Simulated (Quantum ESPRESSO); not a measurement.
# SnTe in Quantum ESPRESSO: convergence with density cutoff

Input of the first run (density cutoff 144 Ry); the others differ in this setting and in those tied to it:

pw.in

```
&CONTROL
  calculation = 'scf'
  prefix = 'pwscf'
  outdir = './tmp'
  pseudo_dir = './pseudo'
  tprnfor = .true.
  tstress = .true.
  disk_io = 'nowf'
/
&SYSTEM
  ibrav = 0
  nat = 2
  ntyp = 2
  ecutwfc = 36
  ecutrho = 144
  nbnd = 16
  occupations = 'smearing'
  smearing = 'mv'
  degauss = 0.00999582
/
&ELECTRONS
  conv_thr = 4d-10
  electron_maxstep = 120
  mixing_beta = 0.5
/
ATOMIC_SPECIES
Te   127.6000 Te.GGA_PBE-JTH.UPF
Sn   118.7100 Sn.GGA_PBE-JTH.UPF
CELL_PARAMETERS angstrom
   0.0000000000    3.1508500000    3.1508500000
   3.1508500000    0.0000000000    3.1508500000
   3.1508500000    3.1508500000    0.0000000000
ATOMIC_POSITIONS crystal
Te     0.5000000000    0.5000000000    0.5000000000
Sn     0.0000000000    0.0000000000    0.0000000000
K_POINTS automatic
7 7 7 0 0 0
```

Potentials or basis: JTH 2.0 PBE.

Run with:

```console
$ OMP_NUM_THREADS=1 pw.x -in pw.in > pw.out
```

Hardware: 1 thread of Arm Neoverse V1 (shared host).

```tsv
density cutoff	energy less the tightest run, at zero smearing (meV/atom)	SCF cycles	CPU time (s)	peak memory (GiB)
144 Ry	0.75	9	19	0.09
180 Ry	0.48	9	20	0.1
216 Ry	0.29	9	18	0.13
252 Ry	0.16	9	20	0.15
288 Ry	0.00	9	20	0.17
360 Ry	-0.08	9	22	0.22
432 Ry	-0.04	9	25	0.26
576 Ry	0.00	9	31	0.39
```

Against the tightest run, the energy stays within 1 meV/atom from 144 Ry on. The tightest run that finished is the yardstick and may itself not be fully converged.

Caveat, for the tightest run too: this smearing can shift energies of a crystal with a gap. The run has no spin-orbit coupling, so splittings on Te are missing.
